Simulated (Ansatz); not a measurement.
# CuO: the cost of one run

Computed with Ansatz 0.2.0 (DFT PBE+U (U_eff = 4 eV on Cu d), plane waves, PAW, unless a step's input says otherwise).

## Step 1: The starting structure

The structure is tetragonal, space group P4_2/mmc (No. 131). Conventional cell: a = 3.422 Å, b = 3.422 Å, c = 4.260 Å, α = 90.00°, β = 90.00°, γ = 90.00°. Cu (site symmetry mmm) has 4 O at 2.02 Å as nearest neighbours. O (site symmetry -4m2) is surrounded by 4 Cu at 2.02 Å.

Structure file:

```xyz
8
Lattice="3.4221 0.0000 0.0000 0.0000 6.8441 0.0000 0.0000 0.0000 4.2605" Properties=species:S:1:pos:R:3 pbc="T T T"
Cu    0.0000    1.7110    0.0000
Cu    1.7110    0.0000    2.1302
O     0.0000    0.0000    1.0651
O     0.0000    0.0000    3.1953
Cu    0.0000    5.1331    0.0000
Cu    1.7110    3.4221    2.1302
O     0.0000    3.4221    1.0651
O     0.0000    3.4221    3.1953
```

Magnetic order typed: antiferromagnetic, doubled cell 0 1/2 0.

## Step 2: From atoms, symmetry kept, no search

Input file input.yaml:

```yaml
crystal:
  lattice:
    - [3.42205097, 0.0, 0.0]
    - [0.0, 6.84410194, 0.0]
    - [0.0, 0.0, 4.26046148]
  atoms:
    - { symbol: Cu, position: [0.0, 0.25, 0.0], spin: 1.0 }
    - { symbol: Cu, position: [0.5, 0.0, 0.5], spin: 1.0 }
    - { symbol: O, position: [0.0, 0.0, 0.25] }
    - { symbol: O, position: [0.0, 0.0, 0.75] }
    - { symbol: Cu, position: [0.0, 0.75, 0.0], spin: -1.0 }
    - { symbol: Cu, position: [0.5, 0.5, 0.5], spin: -1.0 }
    - { symbol: O, position: [0.0, 0.5, 0.25] }
    - { symbol: O, position: [0.0, 0.5, 0.75] }
basis:
  ecutwfc: 420
  ecutrho_ratio: 4
kpoints:
  mp_grid: { grid: [6, 3, 5] }
hamiltonian:
  xc: pbe
  hubbard:
    sites:
      - { site: 0, l: d, u_eff: 4.0 }
      - { site: 1, l: d, u_eff: 4.0 }
      - { site: 4, l: d, u_eff: 4.0 }
      - { site: 5, l: d, u_eff: 4.0 }
scf:
  occupations: { method: gaussian, width: 0.05 }
  lower_state_search: "off"
  max_iter: 150
output:
  forces: true
  stress: true
  eigenvalues: true
  populations: true
  hubbard:
    sites:
      - { site: 0, l: d }
      - { site: 1, l: d }
      - { site: 4, l: d }
      - { site: 5, l: d }
magnetization:
  spin_polarized: true
```

Launch:

```sh
$ ansatz run input.yaml --threads 4 --pin off --max-ram 6144MiB --backend cpu --events-out ev --progress --plain --runs-dir out
```

Q: Estimate wall time and peak memory on 4 threads of Intel Xeon Platinum 8259CL at 2.50GHz (Skylake/Cascade Lake), shared host.

About 8.7 s, with a peak of 0.62 GiB.
